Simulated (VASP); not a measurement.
The system is CdTe.

```
CELL_PARAMETERS angstrom
0.00000 3.20500 3.20500
3.20500 0.00000 3.20500
3.20500 3.20500 0.00000
ATOMIC_POSITIONS crystal
Te 0.75000 0.75000 0.75000
Cd 0.00000 0.00000 0.00000
```

- Program: VASP 6.6.1
- Task: single point
- Functional: PBE
- Potentials or basis: VASP PAW PBE potentials, release 64 (Te, Cd)
- Cutoff: 520 eV
- k mesh: 7 × 7 × 7
- Occupations: fermi-dirac, width 0.05 eV
- Spin: no spin polarisation

On this cell: pressure 4.4 GPa; largest force zero by symmetry; band gap on the k mesh 0.87 eV, direct.

The same run follows on a disturbed copy (atoms moved at random, drawn with an rms of 0.05 Å):

```
CELL_PARAMETERS angstrom
0.00000 3.20500 3.20500
3.20500 0.00000 3.20500
3.20500 3.20500 0.00000
ATOMIC_POSITIONS crystal
Te 0.74301 0.74107 0.75106
Cd 0.00495 0.00178 0.99239
```

Task: What does the disturbed cell give?

Result: The energy moves by +7.1 meV/atom; pressure 4.5 GPa; largest force 0.387 eV/Å; band gap on the k mesh 0.83 eV, direct.

Forces on the atoms (eV/Å):
```
Te   0.022  0.048  0.384
Cd  -0.022 -0.048 -0.384
```

Stress tensor (GPa, compression positive):
```
 4.53 -1.40 -0.18
-1.40  4.53 -0.09
-0.18 -0.09  4.42
```

Caveats: spin-orbit coupling is left out, which moves the levels of the heavy elements.

